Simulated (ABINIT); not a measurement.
A run of ABINIT 10.8.3 (patched build):

File run.abi:

```
# Pseudopotentials
pp_dirpath "./"
pseudos "Al.upf, N.upf"

# Structure
acell 3*1.0 Angstrom
rprim
     0.0000000000     2.1666408000     2.1666408000
     2.1666408000     0.0000000000     2.1666408000
     2.1666408000     2.1666408000     0.0000000000
ntypat 2
znucl 13 7
natom 2
typat 1 2
xred
     0.0000000000     0.0000000000     0.0000000000
     0.2500000000     0.2500000000     0.2500000000
chkprim 0
chksymtnons 0
tolsym 1.0e-6

# Plane-wave basis
ecut 42.0

# k points
kptopt 1
ngkpt 8 8 8
nshiftk 1
shiftk 0.0 0.0 0.0

# Exchange and correlation
ixc 7

# Bands and occupations
nband 8
occopt 3
tsmear 0.00183747

# SCF cycle
nstep 100
tolvrs 1.0e-10

# Output
iomode 3
prtwf 0
prtden 0
prteig 0
prtebands 0
```

Potentials or basis: PseudoDojo NC SR LDA v0.4.1 standard.

Run with:

```bash
$ abinit run.abi > log 2>&1
```

Hardware: 1 thread of Intel(R) Xeon(R) Platinum 8488C (Sapphire Rapids), on a shared host.

**Question.** Estimate the wall time of this run.

**Answer.** Run time: 11 s on 1 thread of Intel(R) Xeon(R) Platinum 8488C (Sapphire Rapids), with other jobs on the host, peak memory 0.07 GiB. Counts: scf iterations 10, mpi ranks 1, k points 29, bands 8, plane waves 1812.
